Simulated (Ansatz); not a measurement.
# MoS2 (P6_3/mmc): one cell, many starting occupations (series 2)

DFT+U has many self-consistent solutions. How far apart do the states of MoS2 (P6_3/mmc) lie when only the starting occupations change? Cell and atoms stay fixed.

Program: Ansatz 0.2.0. Level of theory: DFT LDA+U (U_eff = 1 eV on Mo d), plane waves, PAW. These are calculated values, not measurements.

### Step 1. Starting point

The structure is hexagonal, space group P6_3/mmc (No. 194). The conventional cell has a = 3.161 Å, b = 3.161 Å, c = 12.295 Å, α = 90.00°, β = 90.00°, γ = 120.00°. Around Mo (site symmetry -6m2) lie 6 S at 2.37 Å. S (site symmetry 3m) is surrounded by 3 Mo at 2.37 Å.

As a file:

```
CELL_PARAMETERS angstrom
3.16100 0.00000 0.00000
-1.58050 2.73751 0.00000
0.00000 0.00000 12.29500
ATOMIC_POSITIONS crystal
Mo 0.33333 0.66667 0.25000
Mo 0.66667 0.33333 0.75000
S 0.33333 0.66667 0.62750
S 0.66667 0.33333 0.12750
S 0.33333 0.66667 0.87250
S 0.66667 0.33333 0.37250
```

Magnetic order typed: ferromagnetic.

The runs: random orbitals: single harmonics, second filling; random orbitals: fully mixed, first filling; random orbitals: single harmonics, first filling; random orbitals: fully mixed, one electron more; random orbitals: drawn by pairs, first filling.

An earlier series on this cell reached its lowest free state from «from atoms, symmetry kept, no search», perhaps among other starts (it ended without moments).

### Step 2. Random orbitals: single harmonics, second filling

input.yaml

```yaml
crystal:
  lattice:
    - [3.16100152, 0.0, 0.0]
    - [-1.58050076, 2.73750762, 0.0]
    - [0.0, 0.0, 12.2949997]
  atoms:
    - { symbol: Mo, position: [0.3333333333, 0.6666666667, 0.25], spin: 0.3 }
    - { symbol: Mo, position: [0.6666666667, 0.3333333333, 0.75], spin: 0.3 }
    - { symbol: S, position: [0.3333333333, 0.6666666667, 0.6275] }
    - { symbol: S, position: [0.6666666667, 0.3333333333, 0.1275] }
    - { symbol: S, position: [0.3333333333, 0.6666666667, 0.8725] }
    - { symbol: S, position: [0.6666666667, 0.3333333333, 0.3725] }
basis:
  ecutwfc: 420
  ecutrho_ratio: 4
kpoints:
  mp_grid: { grid: [7, 7, 2] }
hamiltonian:
  xc: lda
  hubbard:
    sites:
      - { site: 0, l: d, u_eff: 1.0, starting_ns: [{ spin: up, occupation_matrix: s0up }, { spin: down, occupation_matrix: s0down }] }
      - { site: 1, l: d, u_eff: 1.0, starting_ns: [{ spin: up, occupation_matrix: s1up }, { spin: down, occupation_matrix: s1down }] }
    occupation_matrices:
      s0up:
        matrix:
          - [0.97, 0.0, 0.0, 0.0, 0.0]
          - [0.0, 0.02, 0.0, 0.0, 0.0]
          - [0.0, 0.0, 0.02, 0.0, 0.0]
          - [0.0, 0.0, 0.0, 0.02, 0.0]
          - [0.0, 0.0, 0.0, 0.0, 0.02]
      s0down:
        matrix:
          - [0.02, 0.0, 0.0, 0.0, 0.0]
          - [0.0, 0.97, 0.0, 0.0, 0.0]
          - [0.0, 0.0, 0.02, 0.0, 0.0]
          - [0.0, 0.0, 0.0, 0.02, 0.0]
          - [0.0, 0.0, 0.0, 0.0, 0.02]
      s1up:
        matrix:
          - [0.97, 0.0, 0.0, 0.0, 0.0]
          - [0.0, 0.02, 0.0, 0.0, 0.0]
          - [0.0, 0.0, 0.02, 0.0, 0.0]
          - [0.0, 0.0, 0.0, 0.02, 0.0]
          - [0.0, 0.0, 0.0, 0.0, 0.02]
      s1down:
        matrix:
          - [0.02, 0.0, 0.0, 0.0, 0.0]
          - [0.0, 0.97, 0.0, 0.0, 0.0]
          - [0.0, 0.0, 0.02, 0.0, 0.0]
          - [0.0, 0.0, 0.0, 0.02, 0.0]
          - [0.0, 0.0, 0.0, 0.0, 0.02]
    ns_hold: until_converged
scf:
  occupations: { method: gaussian, width: 0.05 }
  lower_state_search: "off"
  max_iter: 150
output:
  forces: true
  stress: true
  eigenvalues: true
  populations: true
  hubbard: { sites: [{ site: 0, l: d }, { site: 1, l: d }] }
magnetization:
  spin_polarized: true
```

The typed matrices put 0.97 on the chosen orbitals and 0.02 on the others, and are held until the SCF converges, then released.

Run with:

```sh
$ ansatz run input.yaml --threads 4 --pin off --max-ram 6144MiB --backend cpu --events-out ev --progress --plain --runs-dir out
```

Standard output, cut to the lines that bear on the results:

```text
Warning: crystal.symmetry: narrowed to the stabiliser of the occupation matrices — unitary ops 24 → 8; lowered by the specified shells (site 0, l: d), (site 1, l: d); largest admitted image defect 4.4e-16, smallest excluded 7.1e-1 — at a splitting's scale: the group the occupation [...]
Warning: RAYON_NUM_THREADS=4 ignored (pool sized by the plan → 4); use --threads N
Mo: projections on atomic orbitals take those of the free atom [Ar 3d10] 4s2 4p6 4d5 5s1, of charge +0.00 (hamiltonian.pseudopotentials.projection_atoms); the dataset's partial waves leave at most 6.0e-6 of an orbital's norm unspanned inside its sphere
S: projections on atomic orbitals take those of the free atom [Ne] 3s2 3p4, of charge +0.00 (hamiltonian.pseudopotentials.projection_atoms); the dataset's partial waves leave at most 1.6e-7 of an orbital's norm unspanned inside its sphere
[...]
Pseudopotentials: kind: paw
Pseudopotential: Mo, paw, valence charge 14, recommended cutoff 420 eV (normal), Mo.paw.azcp
Pseudopotential: S, paw, valence charge 6, recommended cutoff 420 eV (normal), S.paw.azcp
Functional definition: SPW92
[...]
Crystal: 6 atoms, lattice volume = 106.392 Å³
Basis set: ecut = 420 eV, 2057 PW (Γ)
Bands: 33, of which v1, the nominal top of the filled ones, is band 26 counted from 1 (25 counted from 0)
Symmetry: 8 space group operations
k-points: 32 of 98
[...]
Starting moments: Σ|m| = 0.6 μB on 2 of 6 sites
[...]
SCF iter   1: F=—  HF=-13168.199057 eV  |F-HF|=—  |Δ(HF+E_count)|=         —  Δρ=5.28e-2 (↑5.28e-2 ↓4.01e-2)  dr2=1.34e1  dr2_m=8.11e-2  M=0.000 μB ∫|m|=0.223 μB  β_m=0.30  ethr=3.10e-3  ⟨swp⟩=7.4  Hψ=9690  notcnv=0
[...]
spin=Collinear: Resta preconditioning applied to the charge; magnetization (m = ρ↑ − ρ↓) channel mixes plain (no charge-response kernel on spin).
[...]
WARN: the starting moments were not kept: the SCF closed with an absolute magnetisation of 9.8e-6 μB, where they sum to 0.6 μB in size (2 sites). That is at most 0.1 of that sum. Measured as dr2_m measures the in/out step, that magnetisation stands 7.0e-12 eV from none, at or under the [...]
WARN: hamiltonian.hubbard: on 4 of 4 specified blocks the occupation matrix of this SCF's result fails the test of the specified filling. At site 0 ↑ (sites count from 0 in the list of atoms of the cell that this SCF solves) the least filled combination of the orbitals specified full has [...]
  atom   4  S      0.00000000     0.00000005    -0.74278338
  atom   5  S      0.00000000    -0.00000005     0.74278338
  atom   6  S      0.00000000     0.00000005     0.74278338
[...]
--- Stress (GPa, compression-positive) ---
       -1.280854       0.000000       0.000000
        0.000000      -1.280853       0.000000
        0.000000       0.000000       5.605991
  P = ⅓ Tr σ = 1.0148 GPa (10.148 kbar)
--- Band table (eV; the first three rows and the last of 64) ---
[...]
Occupation matrices written to <dir>
--- Löwdin populations: 6 sites ---
  site symbol       q [e]    m [muB]
     0     Mo     13.7342     0.0000
     1     Mo     13.7342     0.0000
     2      S      6.0283    -0.0000
     3      S      6.0283    -0.0000
     4      S      6.0283    -0.0000
     5      S      6.0283    -0.0000
  spilling = 0.008048 (of n_electrons = 52.000000)
--- Occupation matrices: 2 shells (run DFT+U table (all-electron-ortho-atomic); ε = 6.77e-4) ---
  Mo0 d_4D: site group D3h (-6m2)
  Mo0 d_4D up     Tr n = 2.6170  λ = 0.479 0.479 0.535 0.535 0.589  [2× xz 0.50 E''(1.00) | 2× x2-y2 0.50 E'(1.00) | z2 1.00 A1'(1.00)]
  Mo0 d_4D dn     Tr n = 2.6170  λ = 0.479 0.479 0.535 0.535 0.589  [2× xz 0.50 E''(1.00) | 2× x2-y2 0.50 E'(1.00) | z2 1.00 A1'(1.00)]
  specified occupation → Mo0 d_4D up: matrix, ‖Δ‖_F = 1.0476, Tr Δ = -1.5670, displaced = 1.1649, d_λ = 1.0476; orbital distance = 0.0000
  specified occupation → Mo0 d_4D dn: matrix, ‖Δ‖_F = 1.1425, Tr Δ = -1.5670, displaced = 1.2742, d_λ = 1.0476; orbital distance = 1.4142
  Mo1 d_4D: site group D3h (-6m2)
  Mo1 d_4D up     Tr n = 2.6170  λ = 0.479 0.479 0.535 0.535 0.589  [2× xz 0.50 E''(1.00) | 2× x2-y2 0.50 E'(1.00) | z2 1.00 A1'(1.00)]
  Mo1 d_4D dn     Tr n = 2.6170  λ = 0.479 0.479 0.535 0.535 0.589  [2× xz 0.50 E''(1.00) | 2× x2-y2 0.50 E'(1.00) | z2 1.00 A1'(1.00)]
  specified occupation → Mo1 d_4D up: matrix, ‖Δ‖_F = 1.0476, Tr Δ = -1.5670, displaced = 1.1649, d_λ = 1.0476; orbital distance = 0.0000
  specified occupation → Mo1 d_4D dn: matrix, ‖Δ‖_F = 1.1425, Tr Δ = -1.5670, displaced = 1.2742, d_λ = 1.0476; orbital distance = 1.4142
  Tr n, λ and their labels are of the run-group-symmetrised matrices; stabiliser: 48 of 48 elements of G0×{1,Θ} (closed), max defect 1.9e-6 at τ = 1.4e-4
```

It took 19 s on 4 threads of Arm Neoverse N1, shared host; peak memory 0.58 GiB.

It ends with a gap on the mesh of 0.94 eV, pressure 1.0 GPa, no moment over 0.05 μB in any sphere, largest force component 0.74 eV/Å, 8 symmetry operations imposed. The program reports that the typed filling wasn't kept.

The shells' filling, with natural orbitals sorted by occupation:

```csv
shell,channel,electrons,over 0.8,0.2 to 0.8,under 0.2
Mo 4d (atom 1),up,2.62,0,5,0
Mo 4d (atom 1),down,2.62,0,5,0
```

### Step 3. Random orbitals: fully mixed, first filling

input.yaml

```yaml
crystal:
  lattice:
    - [3.16100152, 0.0, 0.0]
    - [-1.58050076, 2.73750762, 0.0]
    - [0.0, 0.0, 12.2949997]
  atoms:
    - { symbol: Mo, position: [0.3333333333, 0.6666666667, 0.25], spin: 2.0 }
    - { symbol: Mo, position: [0.6666666667, 0.3333333333, 0.75], spin: 2.0 }
    - { symbol: S, position: [0.3333333333, 0.6666666667, 0.6275] }
    - { symbol: S, position: [0.6666666667, 0.3333333333, 0.1275] }
    - { symbol: S, position: [0.3333333333, 0.6666666667, 0.8725] }
    - { symbol: S, position: [0.6666666667, 0.3333333333, 0.3725] }
basis:
  ecutwfc: 420
  ecutrho_ratio: 4
kpoints:
  mp_grid: { grid: [7, 7, 2] }
hamiltonian:
  xc: lda
  hubbard:
    sites:
      - { site: 0, l: d, u_eff: 1.0, starting_ns: [{ spin: up, occupation_matrix: s0up }, { spin: down, occupation_matrix: s0down }] }
      - { site: 1, l: d, u_eff: 1.0, starting_ns: [{ spin: up, occupation_matrix: s1up }, { spin: down, occupation_matrix: s1down }] }
    occupation_matrices:
      s0up:
        matrix:
          - [0.51456, -0.13255, 0.45489, -0.00211, -0.0273]
          - [-0.13255, 0.61096, 0.06242, -0.18367, 0.3962]
          - [0.45489, 0.06242, 0.49957, -0.06308, 0.10396]
          - [-0.00211, -0.18367, -0.06308, 0.08112, -0.12888]
          - [-0.0273, 0.3962, 0.10396, -0.12888, 0.29378]
      s0down:
        matrix:
          - [0.02, 0.0, 0.0, 0.0, 0.0]
          - [0.0, 0.02, 0.0, 0.0, 0.0]
          - [0.0, 0.0, 0.02, 0.0, 0.0]
          - [0.0, 0.0, 0.0, 0.02, 0.0]
          - [0.0, 0.0, 0.0, 0.0, 0.02]
      s1up:
        matrix:
          - [0.51456, -0.13255, 0.45489, -0.00211, -0.0273]
          - [-0.13255, 0.61096, 0.06242, -0.18367, 0.3962]
          - [0.45489, 0.06242, 0.49957, -0.06308, 0.10396]
          - [-0.00211, -0.18367, -0.06308, 0.08112, -0.12888]
          - [-0.0273, 0.3962, 0.10396, -0.12888, 0.29378]
      s1down:
        matrix:
          - [0.02, 0.0, 0.0, 0.0, 0.0]
          - [0.0, 0.02, 0.0, 0.0, 0.0]
          - [0.0, 0.0, 0.02, 0.0, 0.0]
          - [0.0, 0.0, 0.0, 0.02, 0.0]
          - [0.0, 0.0, 0.0, 0.0, 0.02]
    ns_hold: { iters: 5 }
scf:
  occupations: { method: gaussian, width: 0.05 }
  lower_state_search: "off"
  max_iter: 150
output:
  forces: true
  stress: true
  eigenvalues: true
  populations: true
  hubbard: { sites: [{ site: 0, l: d }, { site: 1, l: d }] }
magnetization:
  spin_polarized: true
```

The typed matrices are held for 5 cycles.

Run with:

```sh
$ ansatz run input.yaml --threads 4 --pin off --max-ram 6144MiB --backend cpu --events-out ev --progress --plain --runs-dir out
```

Standard output, cut to the lines that bear on the results:

```text
Warning: crystal.symmetry: narrowed to the stabiliser of the occupation matrices — unitary ops 24 → 2; lowered by the specified shells (site 0, l: d), (site 1, l: d); largest admitted image defect 2.2e-16, smallest excluded 3.7e-1 — at a splitting's scale: the group the occupation [...]
Warning: RAYON_NUM_THREADS=4 ignored (pool sized by the plan → 4); use --threads N
Mo: projections on atomic orbitals take those of the free atom [Ar 3d10] 4s2 4p6 4d5 5s1, of charge +0.00 (hamiltonian.pseudopotentials.projection_atoms); the dataset's partial waves leave at most 6.0e-6 of an orbital's norm unspanned inside its sphere
S: projections on atomic orbitals take those of the free atom [Ne] 3s2 3p4, of charge +0.00 (hamiltonian.pseudopotentials.projection_atoms); the dataset's partial waves leave at most 1.6e-7 of an orbital's norm unspanned inside its sphere
[...]
[... 4 set-up lines as earlier in the session ...]
[...]
Crystal: 6 atoms, lattice volume = 106.392 Å³
Basis set: ecut = 420 eV, 2057 PW (Γ)
Bands: 34, of which v1, the nominal top of the filled ones, is band 26 counted from 1 (25 counted from 0)
[...]
WARN: the starting moments were not kept: the SCF closed with an absolute magnetisation of 3.3e-6 μB, where they sum to 4 μB in size (2 sites). That is at most 0.1 of that sum. Measured as dr2_m measures the in/out step, that magnetisation stands 8.2e-13 eV from none, at or under the [...]
WARN: hamiltonian.hubbard: on 4 of 4 specified blocks the occupation matrix of this SCF's result fails the test of the specified filling. At site 0 ↑ (sites count from 0 in the list of atoms of the cell that this SCF solves) the least filled combination of the orbitals specified full has [...]
     2      S      6.0283     0.0000
     3      S      6.0283     0.0000
     4      S      6.0283     0.0000
     5      S      6.0283     0.0000
  spilling = 0.008048 (of n_electrons = 52.000000)
--- Occupation matrices: 2 shells (run DFT+U table (all-electron-ortho-atomic); ε = 2.31e-4) ---
  Mo0 d_4D: site group D3h (-6m2)
  Mo0 d_4D up     Tr n = 2.6170  λ = 0.479 0.479 0.535 0.535 0.589  [2× xz 0.50 E''(1.00) | 2× x2-y2 0.50 E'(1.00) | z2 1.00 A1'(1.00)]
  Mo0 d_4D dn     Tr n = 2.6170  λ = 0.479 0.479 0.535 0.535 0.589  [2× xz 0.50 E''(1.00) | 2× x2-y2 0.50 E'(1.00) | z2 1.00 A1'(1.00)]
  specified occupation → Mo0 d_4D up: matrix, ‖Δ‖_F = 1.0907, Tr Δ = -0.6170, displaced = 1.2172, d_λ = 1.0108; orbital distance = 1.4513
  specified occupation → Mo0 d_4D dn: matrix, ‖Δ‖_F = 1.1294, Tr Δ = -2.5170, displaced = 1.2585, d_λ = 1.1294; orbital distance = 0.0000
  Mo1 d_4D: site group D3h (-6m2)
  Mo1 d_4D up     Tr n = 2.6170  λ = 0.479 0.479 0.535 0.535 0.589  [2× xz 0.50 E''(1.00) | 2× x2-y2 0.50 E'(1.00) | z2 1.00 A1'(1.00)]
  Mo1 d_4D dn     Tr n = 2.6170  λ = 0.479 0.479 0.535 0.535 0.589  [2× xz 0.50 E''(1.00) | 2× x2-y2 0.50 E'(1.00) | z2 1.00 A1'(1.00)]
  specified occupation → Mo1 d_4D up: matrix, ‖Δ‖_F = 1.0907, Tr Δ = -0.6170, displaced = 1.2172, d_λ = 1.0108; orbital distance = 1.4513
  specified occupation → Mo1 d_4D dn: matrix, ‖Δ‖_F = 1.1294, Tr Δ = -2.5170, displaced = 1.2585, d_λ = 1.1294; orbital distance = 0.0000
  Tr n, λ and their labels are of the run-group-symmetrised matrices; stabiliser: 48 of 48 elements of G0×{1,Θ} (closed), max defect 7.1e-7 at τ = 4.9e-5
```

Run time: 19 s. Hardware: 4 threads of Arm Neoverse N1, shared host; peak memory 0.69 GiB.

End state: a gap on the mesh of 0.94 eV, pressure 1.0 GPa, no moment over 0.05 μB in any sphere, largest force component 0.74 eV/Å, 2 symmetry operations imposed. The program reports that the typed filling wasn't kept.

How the shells are filled (orbitals counted by the eigenvalues of the occupation matrices):

```csv
shell,channel,electrons,over 0.8,0.2 to 0.8,under 0.2
Mo 4d (atom 1),up,2.62,0,5,0
Mo 4d (atom 1),down,2.62,0,5,0
```

### Step 4. Random orbitals: single harmonics, first filling

input.yaml, as its differences from that of step 3:

```diff
@@ -26,7 +26,7 @@
         matrix:
-          - [0.51456, -0.13255, 0.45489, -0.00211, -0.0273]
-          - [-0.13255, 0.61096, 0.06242, -0.18367, 0.3962]
-          - [0.45489, 0.06242, 0.49957, -0.06308, 0.10396]
-          - [-0.00211, -0.18367, -0.06308, 0.08112, -0.12888]
-          - [-0.0273, 0.3962, 0.10396, -0.12888, 0.29378]
+          - [0.97, 0.0, 0.0, 0.0, 0.0]
+          - [0.0, 0.02, 0.0, 0.0, 0.0]
+          - [0.0, 0.0, 0.02, 0.0, 0.0]
+          - [0.0, 0.0, 0.0, 0.97, 0.0]
+          - [0.0, 0.0, 0.0, 0.0, 0.02]
       s0down:
@@ -40,7 +40,7 @@
         matrix:
-          - [0.51456, -0.13255, 0.45489, -0.00211, -0.0273]
-          - [-0.13255, 0.61096, 0.06242, -0.18367, 0.3962]
-          - [0.45489, 0.06242, 0.49957, -0.06308, 0.10396]
-          - [-0.00211, -0.18367, -0.06308, 0.08112, -0.12888]
-          - [-0.0273, 0.3962, 0.10396, -0.12888, 0.29378]
+          - [0.97, 0.0, 0.0, 0.0, 0.0]
+          - [0.0, 0.02, 0.0, 0.0, 0.0]
+          - [0.0, 0.0, 0.97, 0.0, 0.0]
+          - [0.0, 0.0, 0.0, 0.02, 0.0]
+          - [0.0, 0.0, 0.0, 0.0, 0.02]
       s1down:
```

The typed matrices put 0.97 on the chosen orbitals and 0.02 on the others, and are held for 5 cycles.

Run with:

```sh
$ ansatz run input.yaml --threads 4 --pin off --max-ram 6144MiB --backend cpu --events-out ev --progress --plain --runs-dir out
```

Standard output, cut to the lines that bear on the results:

```text
Warning: crystal.symmetry: narrowed to the stabiliser of the occupation matrices — unitary ops 24 → 4; lowered by the specified shells (site 0, l: d), (site 1, l: d); largest admitted image defect 4.4e-16, smallest excluded 7.1e-1 — at a splitting's scale: the group the occupation [...]
Warning: RAYON_NUM_THREADS=4 ignored (pool sized by the plan → 4); use --threads N
Mo: projections on atomic orbitals take those of the free atom [Ar 3d10] 4s2 4p6 4d5 5s1, of charge +0.00 (hamiltonian.pseudopotentials.projection_atoms); the dataset's partial waves leave at most 6.0e-6 of an orbital's norm unspanned inside its sphere
S: projections on atomic orbitals take those of the free atom [Ne] 3s2 3p4, of charge +0.00 (hamiltonian.pseudopotentials.projection_atoms); the dataset's partial waves leave at most 1.6e-7 of an orbital's norm unspanned inside its sphere
[...]
[... 4 set-up lines as earlier in the session ...]
[...]
Crystal: 6 atoms, lattice volume = 106.392 Å³
Basis set: ecut = 420 eV, 2057 PW (Γ)
Bands: 34, of which v1, the nominal top of the filled ones, is band 26 counted from 1 (25 counted from 0)
[...]
WARN: the starting moments were not kept: the SCF closed with an absolute magnetisation of 8.9e-6 μB, where they sum to 4 μB in size (2 sites). That is at most 0.1 of that sum. Measured as dr2_m measures the in/out step, that magnetisation stands 5.9e-12 eV from none, at or under the [...]
WARN: hamiltonian.hubbard: on 4 of 4 specified blocks the occupation matrix of this SCF's result fails the test of the specified filling. At site 0 ↑ (sites count from 0 in the list of atoms of the cell that this SCF solves) the least filled combination of the orbitals specified full has [...]
     3      S      6.0283     0.0000
     4      S      6.0282     0.0000
     5      S      6.0283     0.0000
  spilling = 0.008048 (of n_electrons = 52.000000)
--- Occupation matrices: 2 shells (run DFT+U table (all-electron-ortho-atomic); ε = 2.00e-2, under-converged) ---
  Mo0 d_4D: site group D3h (-6m2)
  Mo0 d_4D up     Tr n = 2.6170  λ = 0.479 0.479 0.535 0.535 0.589  [2× xz 0.50 E''(1.00) | 2× x2-y2 0.50 E'(1.00) | z2 1.00 A1'(1.00)]
  Mo0 d_4D dn     Tr n = 2.6170  λ = 0.479 0.479 0.535 0.535 0.589  [2× xz 0.50 E''(1.00) | 2× x2-y2 0.50 E'(1.00) | z2 1.00 A1'(1.00)]
  specified occupation → Mo0 d_4D up: matrix, ‖Δ‖_F = 1.0108, Tr Δ = -0.6170, displaced = 1.1250, d_λ = 1.0108; orbital distance = 0.7071
  specified occupation → Mo0 d_4D dn: matrix, ‖Δ‖_F = 1.1293, Tr Δ = -2.5170, displaced = 1.2585, d_λ = 1.1293; orbital distance = 0.0000
  Mo1 d_4D: site group D3h (-6m2)
  Mo1 d_4D up     Tr n = 2.6170  λ = 0.479 0.479 0.535 0.535 0.589  [2× xz 0.50 E''(1.00) | 2× x2-y2 0.50 E'(1.00) | z2 1.00 A1'(1.00)]
  Mo1 d_4D dn     Tr n = 2.6170  λ = 0.479 0.479 0.535 0.535 0.589  [2× xz 0.50 E''(1.00) | 2× x2-y2 0.50 E'(1.00) | z2 1.00 A1'(1.00)]
  specified occupation → Mo1 d_4D up: matrix, ‖Δ‖_F = 1.0618, Tr Δ = -0.6170, displaced = 1.1806, d_λ = 1.0108; orbital distance = 1.2247
  specified occupation → Mo1 d_4D dn: matrix, ‖Δ‖_F = 1.1294, Tr Δ = -2.5170, displaced = 1.2585, d_λ = 1.1294; orbital distance = 0.0000
  Tr n, λ and their labels are of the run-group-symmetrised matrices; stabiliser: 48 of 48 elements of G0×{1,Θ} (closed), max defect 2.0e-5 at τ = 6.8e-3
```

It took 21 s on 4 threads of Arm Neoverse N1, shared host; peak memory 0.51 GiB.

End state: a gap on the mesh of 0.94 eV, pressure 1.0 GPa, no moment over 0.05 μB in any sphere, largest force component 0.74 eV/Å, 4 symmetry operations imposed. The program reports that the typed filling wasn't kept.

The shells' filling, with natural orbitals sorted by occupation:

```csv
shell,channel,electrons,over 0.8,0.2 to 0.8,under 0.2
Mo 4d (atom 1),up,2.62,0,5,0
Mo 4d (atom 1),down,2.62,0,5,0
```

(Part 1 of 2 ends here.)
